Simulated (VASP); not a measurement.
# Si3Ge (P3m1) in VASP: density of states with PBE

Aim: the density of states of Si3Ge with PBE.

Everything below comes from runs of VASP 6.6.1. Logs are shortened: lines on timing, memory, paths and dates and some standing lists are left out, and cuts for length are marked.

## (1) Starting point

The structure is trigonal, space group P3m1 (No. 156). The conventional cell has a = 3.895 Å, b = 3.895 Å, c = 6.433 Å, α = 90.00°, β = 90.00°, γ = 120.00°. Around Si (site symmetry 3m) lie 1 Si at 2.38 Å and 3 Ge at 2.40 Å. Si (site symmetry 3m) is surrounded by 3 Si at 2.38 Å and 1 Ge at 2.44 Å. Si (site symmetry 3m) has 4 Si at 2.38 Å as nearest neighbours. Around Ge (site symmetry 3m) lie 4 Si at 2.40 to 2.44 Å.

The cell was built by a generator and needn't be a form met in nature.

## (2) Density of states, PBE

Input file POSCAR:

```
Si3Ge                                   
1.0
    3.8948792273      0.0000000000      0.0000000000
   -1.9474396086      3.3730643577      0.0000000000
    0.0000000000      0.0000000000      6.4330479435
  Si              Ge            
     3     1
Direct
     0.6666666699999979    0.3333333300000021    0.9324706598265297
     0.3333333300000021    0.6666666699999979    0.4416486030079820
     0.6666666699999979    0.3333333300000021    0.5626130518391386
     0.3333333300000021    0.6666666699999979    0.0631124353263579
```

Input file INCAR.step1:

```
PREC = Accurate
ENCUT = 520
EDIFF = 1E-7
ISMEAR = 0
SIGMA = 0.1
LREAL = F
LASPH = T
NELM = 100
ALGO = Normal
ISIF = 2
LWAVE = F
LCHARG = T
GGA = PE
NBANDS = 21
KPAR = 4
```

Input file KPOINTS.step1:

```
Automatic mesh
0
Gamma
  10 10 6
```

Input file INCAR.step2:

```
PREC = Accurate
ENCUT = 520
EDIFF = 1E-7
ISMEAR = -5
SIGMA = 0.1
LREAL = F
LASPH = T
NELM = 100
ALGO = Normal
ISIF = 2
LWAVE = F
LCHARG = F
GGA = PE
LORBIT = 11
NBANDS = 21
KPAR = 4
NEDOS = 2001
ICHARG = 11
```

Input file KPOINTS.step2:

```
Automatic mesh
0
Gamma
  15 15 9
```

Potentials or basis: VASP PAW PBE potentials, release 64 (Si, Ge_d).

The run is started by

```bash
$ cat potpaw_PBE.64/Si/POTCAR potpaw_PBE.64/Ge_d/POTCAR > POTCAR
$ cp INCAR.step1 INCAR
$ cp KPOINTS.step1 KPOINTS
$ mpirun -np 4 vasp_std > vasp.out
$ cp INCAR.step2 INCAR
$ cp KPOINTS.step2 KPOINTS
$ mpirun -np 4 vasp_std > vasp.out
```

OUTCAR:

```text
PREC = Accurate
   ENCUT = 520
   EDIFF = 1E-7
   ISMEAR = -5
   LREAL = F
   LASPH = T
   NELM = 100
   ISIF = 2
   GGA = PE
   LORBIT = 11
   ICHARG = 11

 ion  position               nearest neighbor table
   1  0.667  0.333  0.932-   3 2.38   4 2.40   4 2.40   4 2.40
   2  0.333  0.667  0.442-   3 2.38   3 2.38   3 2.38   4 2.44
   3  0.667  0.333  0.563-   1 2.38   2 2.38   2 2.38   2 2.38
   4  0.333  0.667  0.063-   1 2.40   1 2.40   1 2.40   2 2.44

  LATTYP: Found a hexagonal cell.
 ALAT       =     3.8948792273
 C/A-ratio  =     1.6516681438

  Lattice vectors:

 A1 = (   3.8948792273,   0.0000000000,   0.0000000000)
 A2 = (  -1.9474396086,   3.3730643577,   0.0000000000)
 A3 = (   0.0000000000,   0.0000000000,   6.4330479435)

Analysis of symmetry for initial positions (statically):
=====================================================================
 Subroutine PRICEL returns:
 Original cell was already a primitive cell.

 Routine SETGRP: Setting up the symmetry group for a
 hexagonal supercell.

 Subroutine GETGRP returns: Found  6 space group operations
 (whereof  6 operations were pure point group operations)
 out of a pool of 24 trial point group operations.

The static configuration has the point symmetry C_3v.

Analysis of symmetry for dynamics (positions and initial velocities):
=====================================================================
 Subroutine PRICEL returns:
 Original cell was already a primitive cell.

 Routine SETGRP: Setting up the symmetry group for a
 hexagonal supercell.

 Subroutine GETGRP returns: Found  6 space group operations
 (whereof  6 operations were pure point group operations)
 out of a pool of 24 trial point group operations.

The dynamic configuration has the point symmetry C_3v.

 Subroutine INISYM returns: Found  6 space group operations
 (whereof  6 operations are pure point group operations),
 and found     1 'primitive' translations

----------------------------------------------------------------------------------------

                                     Primitive cell

  volume of cell :      84.5153

  direct lattice vectors                    reciprocal lattice vectors
     3.894879227  0.000000000  0.000000000     0.256747370  0.148233163  0.000000000
    -1.947439609  3.373064358  0.000000000     0.000000000  0.296466327  0.000000000
     0.000000000  0.000000000  6.433047944     0.000000000  0.000000000  0.155447310

  length of vectors
     3.894879227  3.894879227  6.433047944     0.296466327  0.296466327  0.155447310

  position of ions in fractional coordinates (direct lattice)
     0.666666670  0.333333330  0.932470660
     0.333333330  0.666666670  0.441648603
     0.666666670  0.333333330  0.562613052
     0.333333330  0.666666670  0.063112435

  ion indices of the primitive-cell ions
   primitive index   ion index
                 1           1
                 2           2
                 3           3
                 4           4

----------------------------------------------------------------------------------------

 KPOINTS: Automatic mesh

Automatic generation of k-mesh.
 Grid dimensions read from file:
 generate k-points for:   15   15    9

 Generating k-lattice:

  Cartesian coordinates                     Fractional coordinates (reciprocal lattice)
     0.017116491  0.009882211  0.000000000     0.066666667 -0.000000000  0.000000000
     0.000000000  0.019764422  0.000000000     0.000000000  0.066666667  0.000000000
     0.000000000  0.000000000  0.017271923     0.000000000  0.000000000  0.111111111

  Length of vectors
     0.019764422  0.019764422  0.017271923

  Shift w.r.t. Gamma in fractional coordinates (k-lattice)
     0.000000000  0.000000000  0.000000000

 TETIRR: Found   2940 inequivalent tetrahedra from    12150

 Subroutine IBZKPT returns following result:
 ===========================================

 Found    211 irreducible k-points:

 Following reciprocal coordinates:
            Coordinates               Weight
  0.000000  0.000000  0.000000      1.000000
  0.066667  0.000000  0.000000      6.000000
  0.133333 -0.000000  0.000000      6.000000
  0.200000 -0.000000  0.000000      6.000000
  0.266667 -0.000000  0.000000      6.000000
  0.333333  0.000000  0.000000      6.000000
[... 16 lines left out ...]
  0.333333  0.200000  0.000000     12.000000
  0.400000  0.200000  0.000000      6.000000
 [... further k-points ...]
   k-points           NKPTS =    211   k-points in BZ     NKDIM =    211   number of bands    NBANDS=     21
   number of dos      NEDOS =   2001   number of ions     NIONS =      4
   total plane-waves  NPLWV =  43200
   dimension x,y,z NGX =    30 NGY =   30 NGZ =   48
   dimension x,y,z NGXF=    60 NGYF=   60 NGZF=   96
   ions per type =               3   1
   NGX,Y,Z   is equivalent  to a cutoff of  12.80, 12.80, 12.40 a.u.
   NGXF,Y,Z  is equivalent  to a cutoff of  25.61, 25.61, 24.81 a.u.
 SYSTEM =  unknown system
   PREC   = accura    normal or accurate (medium, high low for compatibility)
   ISTART =      0    job   : 0-new  1-cont  2-samecut
   ICHARG =     11    charge: 1-file 2-atom 10-const
   ISPIN  =      1    spin polarized calculation?
   LNONCOLLINEAR =      F non collinear calculations
   LSORBIT =      F    spin-orbit coupling
   LASPH  =      T    aspherical Exc in radial PAW
   ENCUT  =  520.0 eV  38.22 Ry    6.18 a.u.   7.24  7.24 11.96*2*pi/ulx,y,z
   NELM   =    100;   NELMIN=  2; NELMDL=  0     # of ELM steps
   EDIFF  = 0.1E-06   stopping-criterion for ELM
   LREAL  =      F    real-space projection
   EDIFFG = 0.1E-05   stopping-criterion for IOM
   NSW    =      0    number of steps for IOM
   IBRION =     -1    ionic relax: 0-MD 1-quasi-New 2-CG
   NFREE  =      0    steps in history (QN), initial steepest desc. (CG)
   ISIF   =      2    stress and relaxation
   ISYM   =      2    0-nonsym 1-usesym 2-fastsym
   POTIM  = 0.5000    time-step for ionic-motion
   TEBEG  =    0.0;   TEEND  =   0.0 temperature during run
   PSTRESS=    0.0 pullay stress
   NELECT =      26.0000    total number of electrons
   NUPDOWN=      -1.0000    fix difference up-down
   EMIN   =  10.00;   EMAX   =-10.00  energy-range for DOS
   EFERMI =   0.00;   METHOD = LEGACY
   ISMEAR =    -5;   SIGMA  =   0.10  broadening in eV -4-tet -1-fermi 0-gaus
   EFERMI_NEDOS =   21; number of points for ismear=-14 and -15
   IALGO  =     38    algorithm
   IMIX   =      4    mixing-type and parameters
     AMIX     =   0.40;   BMIX     =  1.00
     AMIX_MAG =   1.60;   BMIX_MAG =  1.00
  volume/ion in A,a.u.               =      21.13       142.58
  Fermi-wavevector in a.u.,A,eV,Ry     =   1.105149  2.088429 16.617532  1.221354
  Thomas-Fermi vector in A             =   2.241632
   LORBIT       =     11    0 simple, 1 ext, 2 COOP (PROOUT), +10 PAW based schemes
   GGA     = PE    functional components
   LHFCALC =     F    Hartree Fock is set to
   AEXX    =    0.0000 exact exchange contribution
   IVDW    =     0    specifies the selected vdW correction
   LEPSILON=     F    determine dielectric tensor
   LRPA    =     F    only Hartree local field effects (RPA)
 non-spin polarized calculation
 Fermi weights with tetrahedron method with Bloechl corrections
  energy-cutoff  :      520.00
  volume of cell :       84.52
 maximum number of plane-waves:      2294
 NGX is ok and might be reduce to    30

 number of electron      25.9999984 magnetization

 Free energy of the ion-electron system (eV)
  ---------------------------------------------------
  ext. energy  EPLUGINS =         0.00000000
  ---------------------------------------------------
  free energy    TOTEN  =       -20.68503385 eV

  energy without entropy =      -20.68503385  energy(sigma->0) =      -20.68503385

 E-fermi :   5.6391     XC(G=0):  -9.4599

 val. band max:        5.6279311101   @ k =   0.0000   0.0000   0.0000
 cond. band min:       6.0697798483   @ k =   0.4667   0.0000   0.0000
 fundamental gap:      0.4418487382
 Fermi energy:         5.6390772176

 k-point     1 :       0.0000    0.0000    0.0000
  band No.  band energies     occupation
      1     -18.8058      2.00000
      2     -18.8009      2.00000
      3     -18.8009      2.00000
      4     -18.7757      2.00000
      5     -18.7757      2.00000
      6      -6.6719      2.00000
[... 13 lines left out ...]
     20       9.8193      0.00000
     21      11.8582      0.00000

 k-point     2 :       0.0667    0.0000    0.0000
  band No.  band energies     occupation
      1     -18.8056      2.00000
      2     -18.8010      2.00000
      3     -18.8007      2.00000
      4     -18.7758      2.00000
      5     -18.7756      2.00000
      6      -6.6219      2.00000
[... 13 lines left out ...]
     20      10.0081      0.00000
     21      11.4943      0.00000

 k-point     3 :       0.1333   -0.0000    0.0000
  band No.  band energies     occupation
      1     -18.8051      2.00000
      2     -18.8012      2.00000
      3     -18.8000      2.00000
      4     -18.7761      2.00000
      5     -18.7752      2.00000
      6      -6.4727      2.00000
[... 13 lines left out ...]
     20      10.5059      0.00000
     21      10.9074      0.00000
[... 457 lines left out ...]
 k-point    23 :       0.3333    0.2000    0.0000
  band No.  band energies     occupation
      1     -18.8039      2.00000
      2     -18.7993      2.00000
      3     -18.7968      2.00000
      4     -18.7766      2.00000
      5     -18.7732      2.00000
      6      -4.5130      2.00000
[... 13 lines left out ...]
     20      11.6767      0.00000
     21      12.2385      0.00000

 k-point    24 :       0.4000    0.2000    0.0000
  band No.  band energies     occupation
      1     -18.8040      2.00000
      2     -18.7989      2.00000
      3     -18.7970      2.00000
      4     -18.7766      2.00000
      5     -18.7732      2.00000
      6      -4.2715      2.00000
[... 13 lines left out ...]
     20      12.0795      0.00000
     21      12.7579      0.00000

 [... further k-points ...]

------------------------ aborting loop because EDIFF is reached ----------------------------------------

  FORCE on cell =-STRESS in cart. coord.  units (eV):
  Direction    XX          YY          ZZ          XY          YZ          ZX
  --------------------------------------------------------------------------------------
  -------------------------------------------------------------------------------------
  Total       -0.0361079     -0.0361079     -0.0242337     -0.0000000      0.0000000     -0.0000000
  in kB       -0.6845069     -0.6845069     -0.4594051     -0.0000000      0.0000000     -0.0000000
  external PRESSURE =      -0.6094729 kB  Pullay stress =       0.0000000 kB

 VOLUME and BASIS-vectors are now :
 -----------------------------------------------------------------------------
  energy-cutoff  :      520.00
  volume of cell :       84.52
      direct lattice vectors                 reciprocal lattice vectors
     3.894879227  0.000000000  0.000000000     0.256747370  0.148233163  0.000000000
    -1.947439609  3.373064358  0.000000000     0.000000000  0.296466327  0.000000000
     0.000000000  0.000000000  6.433047944     0.000000000  0.000000000  0.155447310

 POSITION                                       TOTAL-FORCE (eV/Angst)
 -----------------------------------------------------------------------------------
      1.94744      1.12435      5.99863        -0.000000      0.000000     -0.001474
     -0.00000      2.24871      2.84115        -0.000000     -0.000000     -0.000632
      1.94744      1.12435      3.61932        -0.000000     -0.000000     -0.002843
     -0.00000      2.24871      0.40601         0.000000     -0.000000      0.004949
 -----------------------------------------------------------------------------------
    total drift:                                0.007680     -0.004434      0.001184

  FREE ENERGIE OF THE ION-ELECTRON SYSTEM (eV)
  ---------------------------------------------------
  free  energy   TOTEN  =       -20.6850338494 eV

  energy  without entropy=      -20.6850338494  energy(sigma->0) =      -20.68503385

 total charge

# of ion       s       p       d       tot
------------------------------------------
    1        0.758   0.901   0.000   1.660
    2        0.752   0.905   0.000   1.657
    3        0.750   0.918   0.000   1.668
    4        1.110   1.333  10.027  12.470
--------------------------------------------------
tot          3.371   4.057  10.027  17.455
```

Run time: 1.9 min. Hardware: 4 MPI ranks of Intel Xeon Platinum 8259CL at 2.50GHz (Skylake/Cascade Lake), shared host; peak memory 0.44 GiB.

Results:

```
Valence electrons inside the program's atomic spheres : Si 1.66, 1.67; Ge 12.47
```

States per cell in windows of 0.5 eV (zero at the valence-band top; states under -8 eV left out):
| from (eV) | total | Ge4_p | Si1_p | Si3_p | Si2_p | Si1_s | Si2_s |
| --- | --- | --- | --- | --- | --- | --- | --- |
| -8.0 | 0.65 | 0.03 | 0.01 | 0.02 | 0.01 | 0.07 | 0.10 |
| -7.5 | 0.66 | 0.03 | 0.02 | 0.02 | 0.02 | 0.07 | 0.06 |
| -7.0 | 0.60 | 0.03 | 0.02 | 0.02 | 0.02 | 0.06 | 0.04 |
| -6.5 | 0.58 | 0.03 | 0.02 | 0.02 | 0.02 | 0.06 | 0.04 |
| -6.0 | 0.40 | 0.02 | 0.01 | 0.02 | 0.02 | 0.04 | 0.03 |
| -5.5 | 0.31 | 0.02 | 0.01 | 0.02 | 0.02 | 0.02 | 0.02 |
| -5.0 | 0.65 | 0.06 | 0.04 | 0.05 | 0.05 | 0.02 | 0.02 |
| -4.5 | 0.79 | 0.08 | 0.05 | 0.06 | 0.06 | 0.02 | 0.02 |
| -4.0 | 1.02 | 0.11 | 0.07 | 0.08 | 0.08 | 0.02 | 0.02 |
| -3.5 | 1.16 | 0.13 | 0.09 | 0.10 | 0.10 | 0.01 | 0.01 |
| -3.0 | 1.43 | 0.17 | 0.12 | 0.14 | 0.13 | 0.01 | 0.01 |
| -2.5 | 1.62 | 0.23 | 0.15 | 0.15 | 0.15 | 0.01 | 0.01 |
| -2.0 | 1.18 | 0.17 | 0.12 | 0.11 | 0.11 | 0.00 | 0.00 |
| -1.5 | 0.57 | 0.10 | 0.07 | 0.05 | 0.05 | 0.00 | 0.00 |
| -1.0 | 0.29 | 0.05 | 0.04 | 0.02 | 0.02 | 0.00 | 0.00 |
| -0.5 | 0.07 | 0.01 | 0.01 | 0.01 | 0.01 | 0.00 | 0.00 |
| 0.0 | 0.00 | 0.00 | 0.00 | 0.00 | 0.00 | 0.00 | 0.00 |
| 0.5 | 0.48 | 0.01 | 0.01 | 0.02 | 0.02 | 0.02 | 0.02 |
| 1.0 | 0.99 | 0.04 | 0.04 | 0.04 | 0.04 | 0.03 | 0.04 |
| 1.5 | 1.14 | 0.05 | 0.04 | 0.04 | 0.05 | 0.03 | 0.03 |
| 2.0 | 1.36 | 0.07 | 0.06 | 0.06 | 0.07 | 0.04 | 0.03 |
| 2.5 | 1.54 | 0.10 | 0.08 | 0.08 | 0.08 | 0.03 | 0.03 |
| 3.0 | 1.32 | 0.09 | 0.07 | 0.07 | 0.07 | 0.03 | 0.02 |
| 3.5 | 1.26 | 0.09 | 0.08 | 0.07 | 0.07 | 0.02 | 0.02 |
| 4.0 | 1.38 | 0.10 | 0.08 | 0.07 | 0.08 | 0.02 | 0.02 |
| 4.5 | 1.13 | 0.09 | 0.07 | 0.06 | 0.06 | 0.02 | 0.02 |
| 5.0 | 1.10 | 0.07 | 0.07 | 0.06 | 0.06 | 0.02 | 0.02 |
| 5.5 | 1.21 | 0.08 | 0.07 | 0.06 | 0.07 | 0.02 | 0.02 |
| 6.0 | 1.08 | 0.07 | 0.06 | 0.06 | 0.06 | 0.01 | 0.01 |
| 6.5 | 0.88 | 0.05 | 0.05 | 0.05 | 0.05 | 0.01 | 0.01 |
| 7.0 | 0.62 | 0.04 | 0.04 | 0.04 | 0.03 | 0.00 | 0.01 |
| 7.5 | 0.31 | 0.02 | 0.02 | 0.02 | 0.02 | 0.00 | 0.00 |
